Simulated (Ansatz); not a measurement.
Born–Oppenheimer molecular dynamics of a periodic cell of 15 atoms, BaTiO$_{3}$ (surface BaTiO3(001)). It starts from a relaxed structure.

These are results of DFT PBE-D3(BJ), scalar-relativistic, plane waves, PAW (Ansatz 0.2.0), not measurements. Settings: PAW set soft_1, cutoff 200 eV, k mesh 2x2x1, fermi-dirac smearing 0.05 eV, no spin polarisation.

| Property | Result |
| --- | --- |
| ensemble | NVE (velocity Verlet) |
| time step | 1.5 fs |
| steps asked | 200 |
| starting velocities drawn for | 600 K |
| atoms held | 1 to 5 |
| seed | 582299 |

Frames 1.5 fs apart, positions in Å, forces in eV/Å.

Velocities at 90.0 fs (Å/ps):

```
Ba 0.00 0.00 0.00
Ti 0.00 0.00 0.00
O 0.00 0.00 0.00
O 0.00 0.00 0.00
O 0.00 0.00 0.00
Ba 0.13 0.00 0.32
Ti -1.23 -0.72 -1.66
O 1.01 -3.10 -7.07
O 1.71 -4.11 -7.13
O -1.36 -12.28 -0.69
Ba 0.95 1.47 -0.21
Ti -2.11 -7.31 -1.06
O -0.20 2.40 -0.67
O 0.87 0.09 -7.95
O -2.72 -3.43 -7.90
```

```xyz
15
Lattice="5.6540 0.0000 0.0000 -2.8270 4.8965 0.0000 0.0000 0.0000 18.7059" Properties=species:S:1:pos:R:3:forces:R:3 time_fs=90.0 energy_less_start_eV=0.234 T=420
Ba 0.000 0.000 1.000 -0.03 -0.04 -1.35
Ti 0.000 3.264 2.070 -0.65 -0.08 -1.91
O 0.000 4.869 1.095 0.11 -0.76 1.28
O -1.390 2.462 1.095 0.55 0.28 1.14
O 1.390 2.462 1.095 -0.56 0.35 1.39
Ba 2.792 1.598 2.954 0.36 0.25 0.19
Ti 0.006 -0.067 4.505 0.42 0.42 3.15
O -0.145 1.533 3.624 0.58 1.40 -0.55
O 1.443 4.049 3.760 -2.63 -1.70 -1.65
O -1.470 4.037 3.570 1.61 -0.61 -0.85
Ba -0.116 3.143 5.579 0.55 -0.11 -0.10
Ti 2.919 1.404 6.742 0.57 3.02 0.37
O 2.940 3.122 6.036 -0.07 -1.17 0.40
O 1.576 0.562 6.040 -1.63 -0.80 -1.14
O 4.438 0.689 6.164 0.82 -0.45 -0.37
15
Lattice="5.6540 0.0000 0.0000 -2.8270 4.8965 0.0000 0.0000 0.0000 18.7059" Properties=species:S:1:pos:R:3:forces:R:3 time_fs=91.5 energy_less_start_eV=0.220 T=431
Ba 0.000 0.000 1.000 -0.03 -0.05 -1.36
Ti 0.000 3.264 2.070 -0.64 -0.08 -1.85
O 0.000 4.869 1.095 0.10 -0.75 1.27
O -1.390 2.462 1.095 0.53 0.27 1.10
O 1.390 2.462 1.095 -0.54 0.34 1.36
Ba 2.792 1.598 2.954 0.37 0.26 0.18
Ti 0.005 -0.068 4.503 0.44 0.30 2.95
O -0.143 1.530 3.613 0.61 1.32 -0.45
O 1.444 4.042 3.749 -2.56 -1.63 -1.55
O -1.471 4.019 3.568 1.48 -0.47 -0.75
Ba -0.115 3.146 5.578 0.52 -0.19 -0.17
Ti 2.916 1.394 6.741 0.68 3.34 0.26
O 2.940 3.125 6.035 -0.07 -1.43 0.53
O 1.576 0.561 6.027 -1.70 -0.82 -1.16
O 4.435 0.683 6.152 0.81 -0.43 -0.36
15
Lattice="5.6540 0.0000 0.0000 -2.8270 4.8965 0.0000 0.0000 0.0000 18.7059" Properties=species:S:1:pos:R:3:forces:R:3 time_fs=93.0 energy_less_start_eV=0.173 T=467
Ba 0.000 0.000 1.000 -0.03 -0.05 -1.36
Ti 0.000 3.264 2.070 -0.62 -0.06 -1.77
O 0.000 4.869 1.095 0.10 -0.74 1.25
O -1.390 2.462 1.095 0.51 0.25 1.05
O 1.390 2.462 1.095 -0.53 0.32 1.31
Ba 2.792 1.598 2.955 0.38 0.28 0.18
Ti 0.003 -0.069 4.503 0.41 0.16 2.62
O -0.141 1.528 3.601 0.63 1.14 -0.32
O 1.441 4.032 3.735 -2.34 -1.48 -1.39
O -1.470 3.999 3.565 1.27 -0.28 -0.60
Ba -0.113 3.148 5.578 0.51 -0.26 -0.24
Ti 2.913 1.385 6.739 0.72 3.50 0.11
O 2.939 3.126 6.035 -0.08 -1.62 0.62
O 1.574 0.560 6.013 -1.68 -0.78 -1.15
O 4.432 0.677 6.139 0.75 -0.39 -0.32
15
Lattice="5.6540 0.0000 0.0000 -2.8270 4.8965 0.0000 0.0000 0.0000 18.7059" Properties=species:S:1:pos:R:3:forces:R:3 time_fs=94.5 energy_less_start_eV=0.101 T=522
Ba 0.000 0.000 1.000 -0.03 -0.05 -1.36
Ti 0.000 3.264 2.070 -0.58 -0.04 -1.68
O 0.000 4.869 1.095 0.09 -0.73 1.22
O -1.390 2.462 1.095 0.49 0.23 1.00
O 1.390 2.462 1.095 -0.50 0.30 1.26
Ba 2.793 1.598 2.955 0.38 0.29 0.17
Ti 0.002 -0.070 4.503 0.35 0.02 2.18
O -0.137 1.527 3.589 0.65 0.88 -0.16
O 1.435 4.021 3.719 -2.01 -1.26 -1.16
O -1.467 3.979 3.562 0.98 -0.06 -0.42
Ba -0.112 3.150 5.578 0.50 -0.32 -0.30
Ti 2.910 1.378 6.738 0.71 3.50 -0.09
O 2.939 3.124 6.036 -0.09 -1.74 0.67
O 1.570 0.557 5.997 -1.57 -0.68 -1.08
O 4.431 0.671 6.127 0.65 -0.34 -0.27
15
Lattice="5.6540 0.0000 0.0000 -2.8270 4.8965 0.0000 0.0000 0.0000 18.7059" Properties=species:S:1:pos:R:3:forces:R:3 time_fs=96.0 energy_less_start_eV=0.020 T=584
Ba 0.000 0.000 1.000 -0.03 -0.06 -1.35
Ti 0.000 3.264 2.070 -0.52 -0.01 -1.57
O 0.000 4.869 1.095 0.07 -0.71 1.19
O -1.390 2.462 1.095 0.46 0.21 0.94
O 1.390 2.462 1.095 -0.48 0.27 1.21
Ba 2.793 1.598 2.956 0.37 0.31 0.15
Ti 0.001 -0.070 4.505 0.26 -0.12 1.66
O -0.133 1.528 3.577 0.65 0.56 0.02
O 1.427 4.007 3.701 -1.59 -1.00 -0.88
O -1.463 3.959 3.558 0.65 0.17 -0.21
Ba -0.110 3.152 5.577 0.49 -0.37 -0.35
Ti 2.908 1.372 6.737 0.63 3.35 -0.32
O 2.938 3.121 6.038 -0.10 -1.78 0.69
O 1.563 0.554 5.980 -1.39 -0.54 -0.96
O 4.430 0.664 6.113 0.52 -0.28 -0.21
15
Lattice="5.6540 0.0000 0.0000 -2.8270 4.8965 0.0000 0.0000 0.0000 18.7059" Properties=species:S:1:pos:R:3:forces:R:3 time_fs=97.5 energy_less_start_eV=-0.057 T=643
Ba 0.000 0.000 1.000 -0.04 -0.06 -1.35
Ti 0.000 3.264 2.070 -0.46 0.02 -1.46
O 0.000 4.869 1.095 0.06 -0.69 1.16
O -1.390 2.462 1.095 0.42 0.18 0.88
O 1.390 2.462 1.095 -0.45 0.24 1.14
Ba 2.794 1.598 2.957 0.37 0.32 0.14
Ti -0.001 -0.071 4.507 0.16 -0.25 1.07
O -0.127 1.530 3.565 0.65 0.20 0.21
O 1.416 3.993 3.683 -1.11 -0.69 -0.56
O -1.458 3.940 3.554 0.28 0.40 0.01
Ba -0.108 3.154 5.577 0.49 -0.41 -0.41
Ti 2.906 1.368 6.735 0.51 3.07 -0.58
O 2.937 3.115 6.040 -0.11 -1.75 0.68
O 1.555 0.549 5.961 -1.14 -0.37 -0.81
O 4.430 0.656 6.099 0.36 -0.20 -0.13
15
Lattice="5.6540 0.0000 0.0000 -2.8270 4.8965 0.0000 0.0000 0.0000 18.7059" Properties=species:S:1:pos:R:3:forces:R:3 time_fs=99.0 energy_less_start_eV=-0.114 T=686
Ba 0.000 0.000 1.000 -0.04 -0.07 -1.34
Ti 0.000 3.264 2.070 -0.39 0.06 -1.35
O 0.000 4.869 1.095 0.05 -0.66 1.12
O -1.390 2.462 1.095 0.37 0.15 0.81
O 1.390 2.462 1.095 -0.41 0.20 1.06
Ba 2.794 1.599 2.957 0.36 0.32 0.13
Ti -0.002 -0.072 4.510 0.06 -0.36 0.46
O -0.121 1.532 3.553 0.62 -0.17 0.41
O 1.404 3.977 3.664 -0.60 -0.37 -0.21
O -1.453 3.921 3.549 -0.09 0.62 0.23
Ba -0.106 3.156 5.576 0.50 -0.45 -0.46
Ti 2.905 1.365 6.733 0.36 2.68 -0.84
O 2.936 3.106 6.044 -0.12 -1.65 0.63
O 1.545 0.545 5.941 -0.85 -0.17 -0.62
O 4.431 0.649 6.086 0.17 -0.12 -0.04
15
Lattice="5.6540 0.0000 0.0000 -2.8270 4.8965 0.0000 0.0000 0.0000 18.7059" Properties=species:S:1:pos:R:3:forces:R:3 time_fs=100.5 energy_less_start_eV=-0.142 T=708
Ba 0.000 0.000 1.000 -0.04 -0.07 -1.33
Ti 0.000 3.264 2.070 -0.32 0.09 -1.25
O 0.000 4.869 1.095 0.03 -0.64 1.07
O -1.390 2.462 1.095 0.32 0.11 0.74
O 1.390 2.462 1.095 -0.38 0.16 0.99
Ba 2.795 1.599 2.958 0.34 0.32 0.11
Ti -0.003 -0.073 4.514 -0.03 -0.45 -0.15
O -0.114 1.533 3.542 0.59 -0.55 0.60
O 1.391 3.961 3.644 -0.08 -0.04 0.15
O -1.448 3.902 3.546 -0.44 0.82 0.44
Ba -0.104 3.158 5.576 0.50 -0.48 -0.52
Ti 2.904 1.364 6.731 0.19 2.19 -1.09
O 2.935 3.095 6.048 -0.13 -1.47 0.57
O 1.534 0.540 5.921 -0.53 0.03 -0.40
O 4.432 0.641 6.072 -0.02 -0.03 0.07
15
Lattice="5.6540 0.0000 0.0000 -2.8270 4.8965 0.0000 0.0000 0.0000 18.7059" Properties=species:S:1:pos:R:3:forces:R:3 time_fs=102.0 energy_less_start_eV=-0.138 T=705
Ba 0.000 0.000 1.000 -0.04 -0.07 -1.33
Ti 0.000 3.264 2.070 -0.25 0.12 -1.17
O 0.000 4.869 1.095 0.02 -0.61 1.03
O -1.390 2.462 1.095 0.27 0.07 0.68
O 1.390 2.462 1.095 -0.35 0.12 0.91
Ba 2.795 1.599 2.959 0.33 0.32 0.10
Ti -0.004 -0.074 4.517 -0.12 -0.51 -0.75
O -0.106 1.534 3.531 0.54 -0.89 0.77
O 1.378 3.945 3.625 0.40 0.28 0.51
O -1.443 3.885 3.542 -0.77 0.99 0.62
Ba -0.102 3.160 5.575 0.51 -0.51 -0.57
Ti 2.902 1.363 6.729 0.01 1.63 -1.30
O 2.934 3.083 6.054 -0.14 -1.22 0.47
O 1.522 0.535 5.900 -0.20 0.23 -0.15
O 4.433 0.633 6.058 -0.22 0.05 0.18
15
Lattice="5.6540 0.0000 0.0000 -2.8270 4.8965 0.0000 0.0000 0.0000 18.7059" Properties=species:S:1:pos:R:3:forces:R:3 time_fs=103.5 energy_less_start_eV=-0.103 T=678
Ba 0.000 0.000 1.000 -0.05 -0.08 -1.32
Ti 0.000 3.264 2.070 -0.19 0.15 -1.12
O 0.000 4.869 1.095 0.00 -0.59 0.99
O -1.390 2.462 1.095 0.22 0.04 0.61
O 1.390 2.462 1.095 -0.32 0.09 0.83
Ba 2.796 1.600 2.959 0.30 0.32 0.08
Ti -0.005 -0.076 4.519 -0.18 -0.55 -1.30
O -0.097 1.534 3.522 0.48 -1.18 0.92
O 1.365 3.929 3.606 0.84 0.57 0.86
O -1.439 3.869 3.540 -1.04 1.12 0.78
Ba -0.100 3.161 5.574 0.51 -0.53 -0.63
Ti 2.901 1.364 6.725 -0.17 1.01 -1.48
O 2.932 3.068 6.060 -0.14 -0.91 0.36
O 1.510 0.530 5.879 0.14 0.42 0.10
O 4.433 0.625 6.044 -0.41 0.13 0.30
15
Lattice="5.6540 0.0000 0.0000 -2.8270 4.8965 0.0000 0.0000 0.0000 18.7059" Properties=species:S:1:pos:R:3:forces:R:3 time_fs=105.0 energy_less_start_eV=-0.044 T=633
Ba 0.000 0.000 1.000 -0.05 -0.08 -1.32
Ti 0.000 3.264 2.070 -0.15 0.17 -1.10
O 0.000 4.869 1.095 -0.01 -0.56 0.96
O -1.390 2.462 1.095 0.16 0.00 0.56
O 1.390 2.462 1.095 -0.29 0.05 0.75
Ba 2.797 1.600 2.960 0.28 0.31 0.07
Ti -0.006 -0.078 4.522 -0.23 -0.57 -1.78
O -0.088 1.532 3.513 0.41 -1.41 1.03
O 1.354 3.914 3.588 1.22 0.82 1.18
O -1.437 3.855 3.538 -1.25 1.21 0.90
Ba -0.098 3.163 5.573 0.52 -0.54 -0.68
Ti 2.900 1.365 6.721 -0.34 0.35 -1.60
O 2.931 3.053 6.066 -0.14 -0.53 0.23
O 1.498 0.526 5.857 0.46 0.59 0.37
O 4.433 0.618 6.031 -0.59 0.21 0.42
15
Lattice="5.6540 0.0000 0.0000 -2.8270 4.8965 0.0000 0.0000 0.0000 18.7059" Properties=species:S:1:pos:R:3:forces:R:3 time_fs=106.5 energy_less_start_eV=0.030 T=576
Ba 0.000 0.000 1.000 -0.05 -0.08 -1.31
Ti 0.000 3.264 2.070 -0.13 0.19 -1.10
O 0.000 4.869 1.095 -0.03 -0.54 0.94
O -1.390 2.462 1.095 0.12 -0.04 0.51
O 1.390 2.462 1.095 -0.27 0.02 0.69
Ba 2.797 1.601 2.961 0.25 0.29 0.05
Ti -0.007 -0.080 4.523 -0.27 -0.58 -2.19
O -0.078 1.528 3.506 0.35 -1.57 1.10
O 1.344 3.901 3.572 1.51 1.02 1.47
O -1.437 3.842 3.538 -1.39 1.25 0.97
Ba -0.096 3.165 5.572 0.51 -0.55 -0.73
Ti 2.898 1.365 6.717 -0.50 -0.31 -1.65
O 2.929 3.037 6.072 -0.13 -0.10 0.08
O 1.487 0.523 5.837 0.77 0.74 0.63
O 4.433 0.610 6.019 -0.75 0.27 0.54
```

Of the whole run (300 fs, mean temperature of the second half 487 K): The conserved energy stayed within 0.22 meV per atom of its start (net change 0.12 meV per atom), so the integration is sound. A run of 0.3 ps of so small a system gives no equilibrium averages. The plane-wave cutoff is below what these datasets need, so energies and pressures aren't converged. Limits of this set-up: coarse k mesh, thin slab, slab without dipole correction.

The run took 6.1 min on 1 thread of Intel(R) Xeon(R) Platinum 8488C (Sapphire Rapids), on a shared host, peak memory 0.56 GiB.
